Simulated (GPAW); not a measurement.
MnS:

```
CELL_PARAMETERS angstrom
0.00000 2.60450 2.60450
2.60450 0.00000 2.60450
2.60450 2.60450 0.00000
ATOMIC_POSITIONS crystal
Mn 0.00000 0.00000 0.00000
S 0.50000 0.50000 0.50000
```

- Program: GPAW 26.7.0
- Task: relaxation of cell and atoms
- Functional: PBEsol
- Dispersion: D4
- Potentials or basis: PAW data sets generated in the run's folder for this functional
- Cutoff: 600 eV
- Basis: pw
- k mesh: 9 × 9 × 9
- Occupations: fermi-dirac, width 0.05 eV
- Spin: collinear spin, ferromagnetic start
- Starting moments: [4.0, 0.0] μB

At the start: pressure -9.1 GPa; volume 17.67 Å³/atom.

How do energy, volume and symmetry change on relaxing?

Over 5 steps the energy falls by 108.4 meV/atom and the volume is 14.56 Å³/atom (-17.6 %); space group Fm-3m (No. 225, to 0.05 Å); moment 3.93 μB per cell.

Step by step:
| step | energy change (eV) | largest force (eV/Å) | pressure (GPa) | volume (Å³) |
| --- | --- | --- | --- | --- |
| 1 | 0.0000 | 0.0000 | -9.12 | 35.33 |
| 2 | -0.0401 | 0.0000 | -8.29 | 34.58 |
| 3 | -0.2167 | 0.0000 | 0.35 | 29.04 |
| 4 | -0.2169 | 0.0000 | -0.30 | 29.21 |
| 5 | -0.2169 | 0.0000 | 0.00 | 29.13 |

Final structure:
```yaml
crystal:
  lattice:
    - [0.00000, 2.44212, 2.44212]
    - [2.44212, 0.00000, 2.44212]
    - [2.44212, 2.44212, 0.00000]
  atoms:
    - { symbol: Mn, position: [0.00000, 0.00000, 0.00000] }
    - { symbol: S, position: [0.50000, 0.50000, 0.50000] }
```

Caveat: each step starts from the last one's moments, so a moment once lost doesn't come back; later steps reuse the first step's grids; the volume moved by over 15 % at a fixed basis, so the end points are rough; the volume moved by -18 % from the deposited cell, more than functionals usually miss; a cell with one magnetic atom can't hold antiferromagnetic order, which such compounds often take; pairwise dispersion overbinds metals, which lowers pressure and volume.
